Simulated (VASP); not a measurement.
# A VASP 6.6.1 single-point calculation on SnO

INCAR

```
ISIF = 2
LCHARG = .FALSE.
ISMEAR = -1
NELM = 70
LREAL = .FALSE.
GGA = PE
SIGMA = 0.02
PREC = Accurate
NBANDS = 28
NSW = 0
IBRION = -1
EDIFF = 1E-7
ENCUT = 520
LASPH = .TRUE.
LWAVE = .FALSE.
```

KPOINTS

```
KPOINTS created by Atomic Simulation Environment
0
Monkhorst-Pack
6 6 6
0 0 0
```

POSCAR

```
Sn O
 1.0000000000000000
     3.7925880616946528    0.0000000000000000    0.0000000000000000
     0.0000000000000000    3.7925880616946528    0.0000000000000000
     0.0000000000000000    0.0000000000000000    4.7583872278309158
 Sn  O
   2   2
Cartesian
  0.0000000000000000  1.8962940308473264  1.1469289350624805
  1.8962940308473264  0.0000000000000000  3.6114582927684351
  1.8962940308473264  1.8962940308473264  0.0000000000000000
  0.0000000000000000  0.0000000000000000 -0.0000000000000000
```

The recommended PBE PAW datasets give the neutral cell 40 valence electrons.

Command

```
mpirun -np 1 vasp_std
```

Problem. How does this run end, and what does it give?

Solution. It converged. Results: gap between bands v and c on the k mesh 0.39 eV; least direct gap on the k mesh 2.17 eV; pressure 5.7 GPa; largest force 0.55 eV/Å. Band v is the last that the valence electrons fill when counted band by band, and c is the next.

OSZICAR

```
N       E                     dE             d eps       ncg     rms          rms(c)
DAV:   1     0.422647827315E+03    0.42265E+03   -0.19827E+04  1032   0.221E+03
DAV:   2     0.370553683214E+02   -0.38559E+03   -0.37062E+03  1048   0.541E+02
DAV:   3    -0.232618406027E+02   -0.60317E+02   -0.59031E+02  1128   0.181E+02
DAV:   4    -0.262230097717E+02   -0.29612E+01   -0.29435E+01  1128   0.428E+01
DAV:   5    -0.262953919625E+02   -0.72382E-01   -0.72373E-01  1092   0.716E+00    0.117E+01
DAV:   6    -0.226502759504E+02    0.36451E+01   -0.16218E+01  1636   0.444E+01    0.488E+00
DAV:   7    -0.226568013514E+02   -0.65254E-02   -0.19552E+00  1200   0.850E+00    0.248E+00
DAV:   8    -0.226455621575E+02    0.11239E-01   -0.28245E-01  1368   0.374E+00    0.813E-01
DAV:   9    -0.226373246593E+02    0.82375E-02   -0.48421E-02  1612   0.238E+00    0.232E-01
DAV:  10    -0.226385013564E+02   -0.11767E-02   -0.68039E-03  1368   0.753E-01    0.128E-01
DAV:  11    -0.226382317808E+02    0.26958E-03   -0.16307E-03  1520   0.396E-01    0.214E-02
DAV:  12    -0.226382663091E+02   -0.34528E-04   -0.25700E-04  1044   0.905E-02    0.342E-02
DAV:  13    -0.226382559733E+02    0.10336E-04   -0.40973E-05  1516   0.618E-02    0.322E-03
DAV:  14    -0.226382560174E+02   -0.44148E-07   -0.47875E-06  1072   0.126E-02    0.366E-03
DAV:  15    -0.226382561223E+02   -0.10491E-06   -0.13749E-07   788   0.320E-03    0.235E-03
DAV:  16    -0.226382562480E+02   -0.12563E-06   -0.11577E-07   556   0.345E-03    0.280E-04
DAV:  17    -0.226382562876E+02   -0.39686E-07   -0.29808E-08   524   0.204E-03
   1 F= -.22638256E+02 E0= -.22638255E+02  d E =-.202439E-05
```

Standard output (part)

```
POSCAR found type information on POSCAR SnO
 POSCAR found :  2 types and       4 ions
 LDA part: xc-table for (Slater+PW92), standard interpolation
 POSCAR, INCAR and KPOINTS ok, starting setup
 WAVECAR not read
 entering main loop
```

The shifted mesh misses Γ, so a band edge there is missed.

For comparison, a separate PBE run of the intended cell, on usual settings and not on those above, gives a gap of -0.06 eV on its mesh and a pressure of 5.6 GPa.
